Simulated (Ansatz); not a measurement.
Calculation for Si₂Mo (AlB2 type): DFT, PBE, PAW with Ansatz's default frozen-core files, scalar-relativistic (Ansatz 0.2.0). This run: cell relaxed at zero pressure.

The start is a guessed cell of a prototype that needn't be stable.

Command: `ansatz run input.yaml --threads 1 --pin off --max-ram 3072MiB --backend cpu --events-out ev --progress --plain --runs-dir out` It took 28 s on 1 thread of Arm Neoverse V2, on a shared host, peak memory 0.35 GiB.

```yaml
crystal:
  lattice:
    - [4.0911126373, 0.0, 0.0]
    - [-2.0455563187, 3.5430074737, 0.0]
    - [0.0, 0.0, 4.500223901]
  atoms:
    - { symbol: Mo, position: [0.0, 0.0, 0.0] }
    - { symbol: Si, position: [0.3333333333, 0.6666666667, 0.5] }
    - { symbol: Si, position: [0.6666666667, 0.3333333333, 0.5] }
kpoints:
  mp_grid: { grid: [9, 9, 7] }
scf:
  occupations: { method: fermi_dirac, width: 0.08 }
hamiltonian:
  xc: pbe
  pseudopotentials: { kind: paw }
output:
  forces: true
  stress: true
  write_density: true
  write_potential: true
  elf: true
  volumetric_format: npy
relax:
  f_tol: 0.005
  max_steps: 40
  cell: {}
```

Output:

```
Engine: ansatz 0.2.0
Pseudopotentials: kind: paw
Pseudopotential: Mo, paw, valence charge 14, recommended cutoff 420 eV (normal), Mo.paw.azcp
Pseudopotential: Si, paw, valence charge 4, recommended cutoff 420 eV (normal), Si.paw.azcp
Functional definition: PBE
  parameter kappa = 0.804
  parameter beta = 0.06672455060314922
  exchange = pbe_x(kappa = kappa, mu = beta*pi^2/3)
  correlation = pbe_c(beta = beta)
Crystal: 3 atoms, lattice volume = 65.230 Å³
Basis set: ecut = 420 eV, 1275 PW (Γ), exchange–correlation on 60×60×64 points (8 copies of the dense FFT grid, shifted against one another)
Bands: 15, of which v1, the nominal top of the filled ones, is band 11 counted from 1 (10 counted from 0)
Symmetry: 24 space group operations
Space group: P6/mmm (ITA 191), of the structure as read, at distance tolerance 4.0e-5 Å
k-points: 48 of 567
Non-local potential: Mo, projectors of the file, l = 0: 3, l = 1: 2, l = 2: 2, l = 3: 1
Non-local potential: Si, projectors of the file, l = 0: 2, l = 1: 2, l = 2: 2
PAW form: soft (Blöchl's): semilocal exchange-correlation on the pseudo side does not see the compensation charge
PAW one-centre angular grid: Mo, 590 points (default); XC on 64 Gauss nodes
PAW one-centre angular grid: Si, 110 points (default); XC on 64 Gauss nodes
Initial density: superposition of atomic densities (neutral atoms: chi_scale 0, normalization atom), corrected by the library's trained network
Initial wavefunctions: pseudopotential atomic-orbital guess
Functional: x = pbe(κ = 0.804, μ = 0.2195149727645171), c = pbe(β = 0.06672455060314922)
SCF iter   1: F=—  HF=-6223.263973 eV  |F-HF|=—  |Δ(HF+E_count)|=         —  Δρ=8.19e-3  dr2=9.25e-2  ethr=1.77e-3  ⟨swp⟩=5.6  Hψ=4025  notcnv=0
preconditioner: auto → Kerker (q_TF=auto, 2.276 Å⁻¹)  [metal: Δε(μ)=0.010 eV  Ē_g=4.839 eV  σ=0.080 eV  W_gap=0.03  n_scr=20 (ndim 8)  ℏωp=17.2 eV  f_vac=0.000  D(μ)=6.32/eV (n_scr^D=82)]
SCF iter   2: F=—  HF=-6223.256803 eV  |F-HF|=—  |Δ(HF+E_count)|=   7.17e-3  Δρ=3.11e-3  dr2=1.28e-2  ethr=4.20e-4  ⟨swp⟩=1.0  Hψ=1106  notcnv=0
SCF iter   3: F=—  HF=-6223.255865 eV  |F-HF|=—  |Δ(HF+E_count)|=   9.39e-4  Δρ=6.42e-4  dr2=4.00e-4  ethr=5.80e-5  ⟨swp⟩=1.5  Hψ=757  notcnv=0
SCF iter   4: F=—  HF=-6223.255889 eV  |F-HF|=—  |Δ(HF+E_count)|=   2.46e-5  Δρ=1.10e-4  dr2=1.00e-5  ethr=1.82e-6  ⟨swp⟩=1.9  Hψ=857  notcnv=0
SCF iter   5: F=—  HF=-6223.255898 eV  |F-HF|=—  |Δ(HF+E_count)|=   8.40e-6  Δρ=1.93e-5  dr2=2.93e-7  ethr=4.55e-8  ⟨swp⟩=2.1  Hψ=922  notcnv=0
SCF iter   6: F=-6223.255897 eV  HF=-6223.255898 eV  |F-HF|=4.63e-8  |Δ(HF+E_count)|=   1.22e-8  Δρ=9.87e-6  dr2=6.90e-8  ethr=4.55e-10  ⟨swp⟩=7.3  Hψ=4370  notcnv=0
SCF 1 converged in 6 iterations: F = -6223.255897 eV  dr2 = 6.90e-8
  greatest PAW one-centre occupation: 0.998 electrons in one spin orbital (limit 2), on the Mo atom at site 0 (counted from 0), in its partial waves of l = 0
relax step   1: F+E_penalty+E_count = -6223.25589747 eV  Δ(F+E_penalty+E_count) = +0.000e0 eV  max|allowed force component| = 4.318e-17 eV/Å  Δτ_max = 0.0000 Å  P = -19.579 GPa  Ω = 65.230 Å³  (6 SCF iters, dr2 threshold 1.00e-7 eV, accepted)
Crystal: 3 atoms, lattice volume = 59.233 Å³
Basis set: ecut = 420 eV, 1155 PW (Γ), exchange–correlation on 60×60×64 points (8 copies of the dense FFT grid, shifted against one another)
Initial density: handed on by an earlier stage of this run
Initial wavefunctions: those handed on with the density
iter 1 solved again at ethr=1.36e-3 eV; its pass at ethr=3.10e-3 eV (dr2=2.99e-1 eV) is discarded
SCF iter   1: F=—  HF=-6224.074976 eV  |F-HF|=—  |Δ(HF+E_count)|=         —  Δρ=1.38e-2  dr2=3.00e-1  ethr=1.36e-3  ⟨swp⟩=1.0  Hψ=4733  notcnv=0
preconditioner: auto → none  [metal: Δε(μ)=0.026 eV  Ē_g=5.340 eV  σ=0.080 eV  W_gap=0.08  n_scr=8 (ndim 8)  ℏωp=18.1 eV  f_vac=0.000  D(μ)=5.23/eV (n_scr^D=70)]
SCF iter   2: F=—  HF=-6224.037357 eV  |F-HF|=—  |Δ(HF+E_count)|=   3.76e-2  Δρ=3.59e-3  dr2=1.46e-2  ethr=1.36e-3  ⟨swp⟩=1.5  Hψ=754  notcnv=0
SCF iter   3: F=—  HF=-6224.035850 eV  |F-HF|=—  |Δ(HF+E_count)|=   1.51e-3  Δρ=1.65e-3  dr2=1.29e-3  ethr=6.64e-5  ⟨swp⟩=1.8  Hψ=878  notcnv=0
SCF iter   4: F=—  HF=-6224.035698 eV  |F-HF|=—  |Δ(HF+E_count)|=   1.52e-4  Δρ=5.19e-4  dr2=1.14e-4  ethr=5.85e-6  ⟨swp⟩=1.9  Hψ=1018  notcnv=0
SCF iter   5: F=—  HF=-6224.035707 eV  |F-HF|=—  |Δ(HF+E_count)|=   8.39e-6  Δρ=7.37e-5  dr2=1.72e-6  ethr=5.17e-7  ⟨swp⟩=2.1  Hψ=1062  notcnv=0
SCF iter   6: F=-6224.035708 eV  HF=-6224.035708 eV  |F-HF|=1.31e-8  |Δ(HF+E_count)|=   1.44e-6  Δρ=1.31e-5  dr2=5.09e-8  ethr=1.36e-9  ⟨swp⟩=8.0  Hψ=4822  notcnv=0
SCF 2 converged in 6 iterations: F = -6224.035708 eV  dr2 = 5.09e-8
relax step   2: F+E_penalty+E_count = -6224.03570826 eV  Δ(F+E_penalty+E_count) = -7.798e-1 eV  max|allowed force component| = 2.621e-17 eV/Å  Δτ_max = 0.0000 Å  P = -17.797 GPa  Ω = 59.233 Å³  energy of the carried Pulay correction = +7.692e-4 eV  (6 SCF iters, dr2 threshold 3.00e-7 eV, accepted)
Crystal: 3 atoms, lattice volume = 54.107 Å³
Basis set: ecut = 420 eV, 1105 PW (Γ), exchange–correlation on 60×60×64 points (8 copies of the dense FFT grid, shifted against one another)
iter 1 solved again at ethr=1.18e-3 eV; its pass at ethr=3.10e-3 eV (dr2=2.60e-1 eV) is discarded
SCF iter   1: F=—  HF=-6224.694739 eV  |F-HF|=—  |Δ(HF+E_count)|=         —  Δρ=1.43e-2  dr2=2.61e-1  ethr=1.18e-3  ⟨swp⟩=1.0  Hψ=4689  notcnv=0
preconditioner: auto → none  [metal: Δε(μ)=0.008 eV  Ē_g=5.752 eV  σ=0.080 eV  W_gap=0.03  n_scr=8 (ndim 8)  ℏωp=18.9 eV  f_vac=0.000  D(μ)=4.62/eV (n_scr^D=58)]
SCF iter   2: F=—  HF=-6224.658826 eV  |F-HF|=—  |Δ(HF+E_count)|=   3.59e-2  Δρ=3.33e-3  dr2=1.20e-2  ethr=1.18e-3  ⟨swp⟩=1.9  Hψ=809  notcnv=0
SCF iter   3: F=—  HF=-6224.657339 eV  |F-HF|=—  |Δ(HF+E_count)|=   1.49e-3  Δρ=9.19e-4  dr2=2.95e-4  ethr=5.46e-5  ⟨swp⟩=1.8  Hψ=830  notcnv=0
SCF iter   4: F=—  HF=-6224.657399 eV  |F-HF|=—  |Δ(HF+E_count)|=   5.93e-5  Δρ=5.83e-4  dr2=1.66e-4  ethr=1.34e-6  ⟨swp⟩=2.8  Hψ=1304  notcnv=0
SCF iter   5: F=—  HF=-6224.657360 eV  |F-HF|=—  |Δ(HF+E_count)|=   3.89e-5  Δρ=5.54e-5  dr2=5.83e-7  ethr=7.55e-7  ⟨swp⟩=2.2  Hψ=1088  notcnv=0
[... lines left out ...]
SCF iter   2: F=—  HF=-6227.178159 eV  |F-HF|=—  |Δ(HF+E_count)|=   5.60e-6  Δρ=1.10e-4  dr2=4.63e-7  ethr=9.96e-9  ⟨swp⟩=2.0  Hψ=1243  notcnv=0
SCF iter   3: F=—  HF=-6227.178161 eV  |F-HF|=—  |Δ(HF+E_count)|=   2.34e-6  Δρ=1.05e-5  dr2=1.11e-8  ethr=2.10e-9  ⟨swp⟩=2.3  Hψ=1210  notcnv=0
SCF iter   4: F=—  HF=-6227.178161 eV  |F-HF|=—  |Δ(HF+E_count)|=   2.06e-8  Δρ=2.12e-6  dr2=5.36e-10  ethr=5.04e-11  ⟨swp⟩=2.1  Hψ=1172  notcnv=0
iter 5 did not close the SCF: its close was put off for the readings that it lacked (scf_convergence_deferred on its scf_iter line)
SCF iter   5: F=-6227.178161 eV  HF=-6227.178161 eV  |F-HF|=1.82e-12  |Δ(HF+E_count)|=  6.58e-10  Δρ=9.71e-8  dr2=3.42e-12  ethr=2.44e-12  ⟨swp⟩=2.9  Hψ=1273  notcnv=0
SCF iter   6: F=-6227.178161 eV  HF=-6227.178161 eV  |F-HF|=0.00e0  |Δ(HF+E_count)|=  2.73e-12  Δρ=2.28e-8  dr2=5.58e-14  ethr=1.00e-12  ⟨swp⟩=3.5  Hψ=2723  notcnv=0
SCF 14 converged in 6 iterations: F = -6227.178161 eV  dr2 = 5.58e-14
relax step  14: F+E_penalty+E_count = -6227.17816098 eV  Δ(F+E_penalty+E_count) = +2.669e-4 eV  max|allowed force component| = 2.359e-16 eV/Å  Δτ_max = 0.0000 Å  P = +0.008 GPa  Ω = 41.952 Å³  stress off target by 2.16e-2 GPa  SCF on the basis re-selected at this cell (its energy is not comparable with the rows above)  (6 SCF iters)
basis re-selected at this cell: Δ(F+E_penalty+E_count) = +2.669e-4 eV, ΔP = +0.008 GPa vs the last step (what re-selecting the basis moved, of the pressure what is left beyond the Pulay correction that the steps carried, after the strain that the cell walked since its last selection, with what the two solves' SCF thresholds leave and, on support functions, any second-order correction that the steps lacked; it is no measure of the basis error at this ecutwfc). The dense FFT grid was sized anew with the basis: this SCF ran on 30×30×18 points, the steps before it on 30×30×32, so part of this shift can come from that change (see relax.cell in the input reference). This SCF's stress stands 2.16e-2 GPa from its target on what of the cell is left free (relax.cell.stress_tol is 5.00e-2 GPa) and its largest allowed force component is 2.36e-16 eV/Å (relax.f_tol is 5.00e-3 eV/Å): within both
SCF converged after 6 iterations
Free energy (F): -6227.178161 eV
Harris-Foulkes:  -6227.178161 eV  (|F-HF|=0.00e0)
Internal energy: -6227.147641 eV  (E = F + TS)
E sigma→0 (E₀):  -6227.162901 eV
Entropy (-TS):   -0.030520 eV (-10.173 meV/atom)
Fermi energy:    15.599080 eV
--- Per-component energies (eV) ---
  E_band       = -59.522574
  E_kinetic    = 528.630624
  E_local      = -1219.045723  (includes V_loc(G=0)·N_el)
  E_nonlocal   = 194.019508
  E_hartree    = 456.288049
  E_xc         = -296.943965
  E_vxc        = -326.720785  (∫ρ·V_xc dr)
  E_paw        = -4226.717694  (= ΣΔE_a)
  E_vpaw       = -148.982330  (= ΣTr[D̂ρ^β])
  E_aug_tail   = 0.000031  (compensation charges beyond the density's cutoff)
  E_ewald      = -1663.378473
  E_smearing   = -0.030520  (= −TS)
  E_closure    = -0.000000  (closes the sum)
  Σ components = -6227.178161   (vs F -6227.178161, Δ=0.00e0)
--- Forces (eV/Å), atoms counted from 1 ---
  atom   1  Mo     0.00000000     0.00000000     0.00000000
  atom   2  Si    -0.00000000    -0.00000000     0.00000000
  atom   3  Si     0.00000000    -0.00000000    -0.00000000
  max |Σ_I F_I| component: 1.85e-17 eV/Å
--- Stress (GPa, compression-positive) ---
        0.021599       0.000000      -0.000000
        0.000000       0.021599      -0.000000
       -0.000000      -0.000000      -0.019464
  P = ⅓ Tr σ = 0.0079 GPa (0.079 kbar)
--- Band table (eV; the first three rows and the last of 48) ---
  k-point 0: bands = ["-45.6334", "-19.7362", "-19.7362", "-19.0517", "1.9469", "9.3939", "9.3939", "10.5816", "11.5103", "14.6929", "14.6929", "17.2534", "17.2534", "18.7069", "18.7069"]
  k-point 1: bands = ["-45.5984", "-19.7026", "-19.7026", "-19.3332", "2.4001", "9.7782", "9.7782", "10.9996", "12.2757", "13.7057", "13.7057", "18.0440", "18.1284", "18.1284", "18.4494"]
  k-point 2: bands = ["-45.5189", "-19.9360", "-19.6263", "-19.6263", "3.7129", "10.9150", "10.9150", "11.8847", "12.2274", "12.2305", "12.2305", "17.0486", "17.2825", "17.2825", "19.7606"]
  k-point 47: bands = ["-45.4537", "-20.3895", "-19.5739", "-19.5739", "7.3030", "7.3030", "10.7310", "10.7310", "11.5832", "14.6804", "15.4331", "15.4331", "15.9938", "15.9938", "20.5300"]
--- Relaxed structure (13 steps of the walk, 13 accepted, 1 SCFs on fresh bases) ---
  F+E_penalty+E_count = -6227.17816098 eV   max|allowed force component| = 2.359e-16 eV/Å   (the final SCF, on the basis selected at the relaxed cell)
  cell:  # Å, volume = 41.9517 Å³
    - [4.308793948949122, 3.0403608620144344e-11, -2.7782078041941674e-17]
    - [-2.1543969745008913, 3.731525019447407, 1.3891039021140618e-17]
    - [-3.056028584569644e-17, 1.1483055391789484e-32, 2.609198954859944]
  atoms:
    - { symbol: Mo, position: [1.0114924014164283e-34, -1.0173366598299211e-34, 4.755145982747098e-36] }
    - { symbol: Si, position: [0.33333333333333337, 0.6666666666666666, 0.49999999999999994] }
    - { symbol: Si, position: [0.6666666666666667, 0.33333333333333326, 0.49999999999999994] }
```

Next run (the series' base cell), as changes to the input before:

```diff
   lattice:
-    - [4.0911126373, 0.0, 0.0]
-    - [-2.0455563187, 3.5430074737, 0.0]
-    - [0.0, 0.0, 4.500223901]
+    - [4.308793949, 0.0, 0.0]
+    - [-2.1543969745, 3.7315250194, 0.0]
+    - [0.0, 0.0, 2.6091989549]
   atoms:
   mp_grid: { grid: [9, 9, 7] }
+  band_path:
+    path:
+      - [0.0, 0.0, 0.0]
+      - [0.5, 0.0, 0.0]
+      - [0.3333333333, 0.3333333333, 0.0]
+      - [0.0, 0.0, 0.0]
+      - [0.0, 0.0, 0.5]
+      - [0.5, 0.0, 0.5]
+      - [0.3333333333, 0.3333333333, 0.5]
+      - [0.0, 0.0, 0.5]
+      - [0.5, 0.0, 0.5]
+    npoints: 8
 scf:
   stress: true
-  write_density: true
-  write_potential: true
-  elf: true
-  volumetric_format: npy
-relax:
-  f_tol: 0.005
-  max_steps: 40
-  cell: {}
+  eigenvalues: true
+  populations: true
+  dos: { projected: true, de: 0.2, e_range: [-14, 8] }
```

Command: `ansatz run input.yaml --threads 1 --pin off --max-ram 3072MiB --backend cpu --events-out ev --progress --plain --runs-dir out` It took 2.6 s on 1 thread of Arm Neoverse V2, on a shared host, peak memory 0.32 GiB.

Results part of the output:

```
SCF 1 converged in 6 iterations: F = -6227.178161 eV  dr2 = 2.20e-8
  greatest PAW one-centre occupation: 0.998 electrons in one spin orbital (limit 2), on the Mo atom at site 0 (counted from 0), in its partial waves of l = 0
NSCF: frozen V_eff on 65 k-points
SCF converged after 6 iterations
Free energy (F): -6227.178161 eV
Harris-Foulkes:  -6227.178161 eV  (|F-HF|=1.88e-8)
Internal energy: -6227.147641 eV  (E = F + TS)
E sigma→0 (E₀):  -6227.162901 eV
Entropy (-TS):   -0.030520 eV (-10.173 meV/atom)
Fermi energy:    15.599122 eV
--- Per-component energies (eV) ---
  E_band       = -59.521606
  E_kinetic    = 528.629406
  E_local      = -1219.039941  (includes V_loc(G=0)·N_el)
  E_nonlocal   = 194.018847
  E_hartree    = 456.283579
  E_xc         = -296.943909
  E_vxc        = -326.720696  (∫ρ·V_xc dr)
  E_paw        = -4226.717182  (= ΣΔE_a)
  E_vpaw       = -148.981898  (= ΣTr[D̂ρ^β])
  E_aug_tail   = 0.000031  (compensation charges beyond the density's cutoff)
  E_ewald      = -1663.378473
  E_smearing   = -0.030520  (= −TS)
  E_closure    = 0.000000  (closes the sum)
  Σ components = -6227.178161   (vs F -6227.178161, Δ=0.00e0)
--- Forces (eV/Å), atoms counted from 1 ---
  atom   1  Mo     0.00000000    -0.00000000     0.00000000
  atom   2  Si     0.00000000    -0.00000000     0.00000000
  atom   3  Si     0.00000000    -0.00000000     0.00000000
  max |Σ_I F_I| component: 1.85e-17 eV/Å
--- Stress (GPa, compression-positive) ---
        0.021553      -0.000000       0.000000
        0.000000       0.021553       0.000000
        0.000000       0.000000      -0.019175
  P = ⅓ Tr σ = 0.0080 GPa (0.080 kbar)
--- Band table (eV; the first three rows and the last of 48) ---
  k-point 0: bands = ["-45.6333", "-19.7361", "-19.7361", "-19.0516", "1.9468", "9.3939", "9.3939", "10.5816", "11.5104", "14.6929", "14.6929", "17.2534", "17.2534", "18.7069", "18.7069"]
  k-point 1: bands = ["-45.5983", "-19.7025", "-19.7025", "-19.3331", "2.4001", "9.7782", "9.7782", "10.9995", "12.2758", "13.7057", "13.7057", "18.0440", "18.1285", "18.1285", "18.4494"]
  k-point 2: bands = ["-45.5188", "-19.9359", "-19.6262", "-19.6262", "3.7129", "10.9150", "10.9150", "11.8847", "12.2274", "12.2305", "12.2305", "17.0486", "17.2825", "17.2825", "19.7606"]
  k-point 47: bands = ["-45.4536", "-20.3894", "-19.5738", "-19.5738", "7.3029", "7.3029", "10.7310", "10.7310", "11.5832", "14.6804", "15.4331", "15.4331", "15.9938", "15.9938", "20.5300"]
--- Löwdin populations: 3 sites ---
  site symbol       q [e]
     0     Mo     13.9418
     1     Si      3.9027
     2     Si      3.9027
  spilling = 0.011495 (of n_electrons = 22.000000)
```

Next run (shape and atoms relaxed at 0.94 of the base cell's volume), as changes to the input before:

```diff
   lattice:
-    - [4.308793949, 0.0, 0.0]
-    - [-2.1543969745, 3.7315250194, 0.0]
-    - [0.0, 0.0, 2.6091989549]
+    - [4.2208346977, 0.0, 0.0]
+    - [-2.1104173489, 3.6553500734, 0.0]
+    - [0.0, 0.0, 2.5559350511]
   atoms:
   mp_grid: { grid: [9, 9, 7] }
-  band_path:
-    path:
-      - [0.0, 0.0, 0.0]
-      - [0.5, 0.0, 0.0]
-      - [0.3333333333, 0.3333333333, 0.0]
-      - [0.0, 0.0, 0.0]
-      - [0.0, 0.0, 0.5]
-      - [0.5, 0.0, 0.5]
-      - [0.3333333333, 0.3333333333, 0.5]
-      - [0.0, 0.0, 0.5]
-      - [0.5, 0.0, 0.5]
-    npoints: 8
 scf:
   stress: true
-  eigenvalues: true
-  populations: true
-  dos: { projected: true, de: 0.2, e_range: [-14, 8] }
+relax:
+  f_tol: 0.005
+  max_steps: 30
+  cell: { stress_tol: 0.04, fix: [volume] }
```

Results part of the output:

```
basis re-selected at this cell: Δ(F+E_penalty+E_count) = +1.919e-7 eV, ΔP = -0.000 GPa vs the last step (what re-selecting the basis moved, of the pressure what is left beyond the Pulay correction that the steps carried, after the strain that the cell walked since its last selection, with what the two solves' SCF thresholds leave and, on support functions, any second-order correction that the steps lacked; it is no measure of the basis error at this ecutwfc). This SCF's stress stands 4.52e-3 GPa from its target on what of the cell is left free (relax.cell.stress_tol is 4.00e-2 GPa) and its largest allowed force component is 1.26e-16 eV/Å (relax.f_tol is 5.00e-3 eV/Å): within both
SCF converged after 9 iterations
Free energy (F): -6227.087401 eV
Harris-Foulkes:  -6227.087401 eV  (|F-HF|=9.09e-13)
Internal energy: -6227.058086 eV  (E = F + TS)
E sigma→0 (E₀):  -6227.072743 eV
Entropy (-TS):   -0.029315 eV (-9.772 meV/atom)
Fermi energy:    16.758519 eV
--- Per-component energies (eV) ---
  E_band       = -37.119179
  E_kinetic    = 534.276493
  E_local      = -1173.121465  (includes V_loc(G=0)·N_el)
  E_nonlocal   = 194.781421
  E_hartree    = 443.004814
  E_xc         = -299.066279
  E_vxc        = -329.556259  (∫ρ·V_xc dr)
  E_paw        = -4227.196270  (= ΣΔE_a)
  E_vpaw       = -149.509073  (= ΣTr[D̂ρ^β])
  E_aug_tail   = 0.000076  (compensation charges beyond the density's cutoff)
  E_ewald      = -1699.736876
  E_smearing   = -0.029315  (= −TS)
  E_closure    = 0.000000  (closes the sum)
  Σ components = -6227.087401   (vs F -6227.087401, Δ=0.00e0)
--- Forces (eV/Å), atoms counted from 1 ---
  atom   1  Mo     0.00000000     0.00000000     0.00000000
  atom   2  Si     0.00000000     0.00000000     0.00000000
  atom   3  Si    -0.00000000    -0.00000000     0.00000000
  max |Σ_I F_I| component: 1.85e-17 eV/Å
--- Stress (GPa, compression-positive) ---
       12.225167      -0.000000       0.000000
       -0.000000      12.225167       0.000000
        0.000000       0.000000      12.231947
  P = ⅓ Tr σ = 12.2274 GPa (122.274 kbar)
--- Relaxed structure (3 steps of the walk, 3 accepted, 1 SCFs on fresh bases) ---
  F+E_penalty+E_count = -6227.08740050 eV   max|allowed force component| = 1.264e-16 eV/Å   (the final SCF, on the basis selected at the relaxed cell)
  cell:  # Å, volume = 39.4346 Å³
    - [4.208931904138922, 2.87861235153129e-11, -2.3882499930754338e-33]
    - [-2.1044659520943902, 3.645041951768723, 1.3320106741913478e-33]
    - [-1.446209649339197e-33, 9.641397662261314e-35, 2.5704117808464853]
  atoms:
    - { symbol: Mo, position: [-1.4959203862041528e-36, 8.415440501929448e-36, 6.061513689427709e-36] }
    - { symbol: Si, position: [0.33333333333333326, 0.6666666666666666, 0.49999999999999994] }
    - { symbol: Si, position: [0.6666666666666667, 0.33333333333333337, 0.49999999999999994] }
```
